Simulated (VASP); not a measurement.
A run of VASP 6.6.1 is set up as follows.

The input INCAR:

```
  PREC = Accurate
  ENCUT = 520
  EDIFF = 1E-6
  ISMEAR = 0
  SIGMA = 0.05
  LREAL = F
  LASPH = T
  NELM = 100
  ALGO = Normal
  ISIF = 2
  LWAVE = F
  LCHARG = T
  GGA = PS
  LELF = T
  LVHAR = T
  NBANDS = 20
```

KPOINTS

```
Automatic mesh
0
Gamma
  8 8 8
```

File POSCAR:

```
CdF2
1.0
    0.0000000000      2.5406438519      2.9949311632
    2.5406438519      0.0000000000      2.9949311632
    2.5406438519      2.5406438519      0.0000000000
Cd F
1 2
Direct
    0.0000000000      0.0000000000      0.0000000000
    0.2500000000      0.2500000000      0.2500000000
    0.7500000000      0.7500000000      0.7500000000
```

Potentials or basis: VASP PAW PBE potentials, release 64 (Cd, F).

Launch:

```console
$ cat potpaw_PBE.64/Cd/POTCAR potpaw_PBE.64/F/POTCAR > POTCAR
$ mpirun -np 1 vasp_std > vasp.out
```

(1) What does it give for the band gap on the k mesh?

(2) Estimate the pressure.

## Answers

(1) 2.38 eV, indirect (least direct gap 2.93 eV).

(2) 1.3 GPa.

Caveat: the PAW data sets were made with another functional, which shifts forces and pressure a little.
